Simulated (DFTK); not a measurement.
Rh:

```
Rh
1.0
     0.00000    1.89785    1.89785
     1.89785    0.00000    1.89785
     1.89785    1.89785    0.00000
Rh
1
Direct
  0.00000 0.00000 0.00000
```

Base run:

| Item | Value |
| --- | --- |
| Program | DFTK 0.8.2 |
| Functional | r2SCAN |
| Potentials or basis | SG15 1.2 (PBE) |
| Cutoff | 1225 eV |
| k mesh | 12 × 12 × 12 |
| Occupations | fermi-dirac, width 0.05 eV |
| Spin | no spin polarisation |

Its results: band gap on the k mesh none (metal or under the smearing width); pressure -1.1 GPa.

Question: After a change of settings the same cell gave: band gap on the k mesh none (metal or under the smearing width); pressure -11.3 GPa. Which change was it?
A. functional from r2SCAN to PBEsol; potentials or basis from SG15 1.2 (PBE) to dojo.nc.sr.pbesol.v0_4_1.standard.upf (PBEsol); cutoff from 1225 eV to 1197 eV
B. functional from r2SCAN to PBEsol
C. potentials or basis from SG15 1.2 (PBE) to cp2k.nc.sr.pbe.v0_1.largecore.gth (PBE, GTH, large core); cutoff from 1225 eV to 2150 eV; k mesh from 12 × 12 × 12 to 10 × 10 × 10; valence electrons from 17 to 9
D. functional from r2SCAN to LDA

Answer: D.

Caveats: the potentials were made for another functional, which shifts forces and pressure.

Runs at the PBE level aren't shown here.
